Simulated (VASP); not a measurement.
A convergence study with VASP on InN (space group F-43m): one setting is varied, all else stays as given below, so the limit is that of these other settings. Each run relaxes cell and ions from the cell shown. The basis is that of the starting cell, so low cut-offs carry a Pulay error.

```
InN
1.0
    0.00000     2.47755     2.47755
    2.47755     0.00000     2.47755
    2.47755     2.47755     0.00000
In N
1 1
Direct
  0.00000   0.00000   0.00000
  0.25000   0.25000   0.25000
```

Method: LDA (Ceperley-Alder, Perdew-Zunger), VASP's LDA PAW potentials (set 64) (plane waves; VASP). The tightest run used: 800 eV cut-off, 9×9×9 Γ-centred mesh, Fermi-Dirac smearing of 0.020 eV, potentials In_d N.

| setting | relaxed volume (Å³/atom) | E (eV/atom) | plane waves |
|---|---|---|---|
| ENCUT = 200 | 12.214 | -6.7895 | 203 |
| ENCUT = 240 | 13.122 | -6.4290 | 271 |
| ENCUT = 280 | 13.747 | -6.2514 | 332 |
| ENCUT = 340 | 14.476 | -6.1897 | 448 |

Question: These are the cheaper rows. Estimate the results at ENCUT = 800, and how far the last row shown lies from them.

Answer: 
```tsv
quantity	tightest run	last row shown is off by
relaxed volume (Å³/atom)	15.118	-0.643
E (eV/atom)	-6.1748	-0.0148
```

Left out are rungs that failed or repeat a setting and relaxations that didn't move; long series are thinned to 24 rows.

The structure is a typed InN crystal (space group no. 216).
